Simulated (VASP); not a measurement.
Wanted: the native input for a VASP 6.6.1 run.

```
Task                               : single point
Functional                         : HSE06
Potentials or basis                : VASP PAW PBE potentials, release 64 (Ga_d, N)
Cutoff                             : 520 eV
k mesh                             : 6 × 6 × 6
Occupations                        : gaussian, width 0.01 eV
Spin                               : no spin polarisation
Dipole correction                  : no
Exchange at q = 0                  : truncated
Grid for exact exchange (PRECFOCK) : Normal
Screening parameter                : 0.2079 1/A
Further INCAR settings             : ALGO = Normal; EDIFF = 1e-06; NBANDS = 16
```

Crystal: GaN.

```xyz
2
Lattice="0.0000 2.1977 2.3022 2.1977 0.0000 2.3022 2.1977 2.1977 0.0000" Properties=species:S:1:pos:R:3 pbc="T T T"
Ga    0.0000    0.0000    0.0000
N     1.0988    1.0988    1.1511
```

The cell was built by a generator and needn't be a form met in nature.

The cell isn't the ideal one: epitaxial_xy strain -2.3%.

These files were run (other wordings do the same):

POSCAR

```
GaN
1.0
    0.0000000000      2.1976764236      2.3021997344
    2.1976764236      0.0000000000      2.3021997344
    2.1976764236      2.1976764236      0.0000000000
Ga N
1 1
Direct
    0.0000000000      0.0000000000      0.0000000000
    0.2500000000      0.2500000000      0.2500000000
```

INCAR.step1

```
PREC = Accurate
ENCUT = 520
EDIFF = 1E-5
ISMEAR = 0
SIGMA = 0.01
LREAL = False
LASPH = True
NELM = 100
ALGO = Normal
ISIF = 2
LWAVE = True
LCHARG = False
GGA = PE
NBANDS = 16
```

INCAR.step2

```
PREC = Accurate
ENCUT = 520
EDIFF = 1E-6
ISMEAR = 0
SIGMA = 0.01
LREAL = False
LASPH = True
NELM = 100
ALGO = Normal
ISIF = 2
LWAVE = False
LCHARG = False
GGA = PE
LHFCALC = True
HFSCREEN = 0.2079
PRECFOCK = Normal
ISTART = 1
NBANDS = 16
```

KPOINTS

```
Automatic mesh
0
Gamma
  6 6 6
```

Potentials or basis: VASP PAW PBE potentials, release 64 (Ga_d, N).

The run is started by

```bash
$ cat potpaw_PBE.64/Ga_d/POTCAR potpaw_PBE.64/N/POTCAR > POTCAR
$ cp INCAR.step1 INCAR
$ mpirun -np 1 vasp_std > vasp.out
$ cp INCAR.step2 INCAR
$ mpirun -np 1 vasp_std > vasp.out
```

Results of the run:

```json
{"Pressure": "4.4 GPa", "Band gap on the k mesh": "3.11 eV, direct"}
```

Caveat: the PAW data sets were made with another functional, which shifts forces and pressure a little.

Run time: 20 min on 1 thread of Intel(R) Xeon(R) 6975P-C (Granite Rapids), with other jobs on the host, peak memory 0.26 GiB.
